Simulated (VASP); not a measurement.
Si under changes of volume

One of the cells (20.568 Å³/atom); the others are scaled copies at fixed shape and fractional positions:

```
Si
1.0
     0.00000    2.73988    2.73988
     2.73988    0.00000    2.73988
     2.73988    2.73988    0.00000
Si
2
Direct
  0.50000 0.50000 0.50000
  0.75000 0.75000 0.75000
```

| Quantity | Value |
| --- | --- |
| Program | VASP 6.6.1 |
| Functional | PBEsol |
| Potentials or basis | VASP PAW PBE potentials, release 64 (Si) |
| Cutoff | 520 eV |
| k mesh | 8 × 8 × 8 |
| Occupations | fermi-dirac, width 0.05 eV |
| Spin | no spin polarisation |

```csv
volume (Å³/atom),energy over the lowest point (meV/atom),pressure (GPa),gap on the mesh (eV)
18.955,?,?,?
19.358,6.57,3.7,0.45
19.761,0.00,1.5,0.48
20.568,1.83,-2.2,0.55
20.971,9.25,-3.7,0.58
21.375,20.41,-5.1,0.60
```

**Question.** What does the run at 18.955 Å³/atom give?

**Answer.** Energy over the lowest point 18.87 meV/atom; pressure 6.1 GPa; gap on the mesh 0.41 eV.

Worked out: A Birch-Murnaghan fit of order 3 (a polynomial in V^(-2/3)) to the other rows has its minimum at 20.08 Å³/atom with B0 = V·E''(V) = 94 GPa and B' = 4.4. It gives 18.91 meV/atom at 18.955 Å³/atom, against the run's 18.87, and -dE/dV = 6.1 GPa, against 6.1. A straight line through the other rows of the gap, of slope 1.57 eV per unit of ln V, extrapolates to 0.42 eV, against the run's 0.41.

Energies are extrapolated to zero smearing.

Caveats: the PAW data sets were made with another functional, which shifts forces and pressure a little.

A mesh can miss the band edges.
